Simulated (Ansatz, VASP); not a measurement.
# Two plane-wave programs on V

```xyz
4
Lattice="2.6102 0.0000 0.0000 -1.3051 2.2605 0.0000 0.0000 0.0000 9.0376" Properties=species:S:1:pos:R:3 pbc="T T T"
V     0.0000    0.0000    0.0000
V     0.0000    0.0000    4.5188
V     0.0000    1.5070    6.7782
V     1.3051    0.7535    2.2594
```

Alike in both runs: functional PBEsol; k mesh 9 × 9 × 2; occupations gaussian, width 0.1 eV; no spin polarisation.

Ansatz relaxed the structure, and its values are those at the end. VASP's run is a single point on that final structure, the one shown.

|  | VASP | Ansatz |
| --- | --- | --- |
| version | VASP 6.6.1 | Ansatz 0.2.0 |
| potentials or method | VASP PAW PBE potentials, release 64 (V_sv) | scalar-relativistic, plane waves, PAW |
| plane-wave cutoff (eV) | 520 | 420 |
| valence electrons in the cell | 52 | 52 |

|  | VASP | Ansatz | Ansatz less VASP |
| --- | --- | --- | --- |
| gap on the k mesh at the Fermi level (eV) | none | none | - |
| pressure (GPa) | 0.2 | 0.0 | -0.19 |

A gap of «none» marks a metal or a gap that the smearing closes.

Caveats: the PAW data sets were made with another functional, which shifts forces and pressure a little (VASP).
